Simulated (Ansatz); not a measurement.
Runs of Ansatz 0.2.0 on Pt. The structure is hexagonal, space group P6_3/mmc (No. 194). The conventional cell has a = 2.761 Å, b = 2.761 Å, c = 4.792 Å, α = 90.00°, β = 90.00°, γ = 120.00°. Around Pt (site symmetry -6m2) lie 12 Pt at 2.76 to 2.88 Å. This isn't the form of Pt at room conditions, which is fcc.

```csv
task,level,cell,points for each segment of the path,gap on the mesh (eV),pressure (GPa)
band structure,HSE03,as given,4,none,-9.7
band structure,HSE06,as given,4,none,-10.5
relaxation of cell and atoms,PBEsol0,relaxed,-,none,0.0
single point,B3LYP,as given,-,none,3.1
single point,PBEsol0,as given,-,none,(a)
```

Alike in all rows: potentials or basis Ansatz PAW; no spin polarisation; k mesh 6 × 6 × 3; cutoff (eV) 420; smearing fermi-dirac 0.05 eV; the mesh is coarse, so values aren't converged.

Task: Estimate the missing entries.

Result: (a) -17.2.

Caveats: all runs use coarse meshes; the PAW data sets come from PBE, with cores solved anew for the run's functional, which leaves a small shift of forces and pressure; the thresholds are loose for stress (some runs); spin-orbit coupling is left out, which moves the levels of the heavy elements (some runs); the plane-wave basis is chosen anew once the cell has moved, so the energies of steps on either side of that aren't comparable (some runs); so large a pressure means that the cell lies far from this level's equilibrium, or that cutoff or potentials fall short (some runs).

A k mesh can miss the band edges, and the runs leave out spin-orbit coupling on Pt.

A gap of «none» marks a metal or a gap under the smearing width.
